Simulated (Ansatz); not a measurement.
InSb: energy along a strain

InSb, P4/mmm, a = 3.058 Å, c = 6.183 Å. This isn't the usual stable structure of the compound. Ansatz: r2SCAN, PAW, 500 eV, Γ-centred 20×20×10 mesh on 2 atoms, Gaussian smearing 0.15 eV; no spin polarisation. Cell vectors (Å): 3.058 0.000 0.000; 0.000 3.058 0.000; 0.000 0.000 6.183. The cell is strained by x per cent times the pattern (0 0 0 0 0 1) in the order xx yy zz yz xz xy (engineering shears), with fractional coordinates held. y is the free energy over the start, V0 = 28.919 Å³/atom. Symmetry makes y even in x.

```tsv
x (%)	y (meV/atom)
-2.00	?
-1.00	0.09
0.00	0.00
0.50	0.02
1.50	0.20
1.75	0.27
```

Fit y = c2 x² + c4 x⁴ to the other rows, get the stiffness along the pattern, and predict the missing energy.

Least squares on the rows shown. y = 0.09008 x² − 0.0005994 x⁴. The clamped-ion stiffness p·C·p = 2 × 0.9008 eV × 160.2 / 28.919 Å³ = 10.0 GPa, which is C66 in these axes. At x = -2.00 the fit asked for gives 0.35 meV/atom. The run gave 0.35 meV/atom, the same to the digits shown.

Cost: 6 runs of about 3.5 core-minutes in all, on Intel Xeon 6975P-C (Granite Rapids) (shared hosts).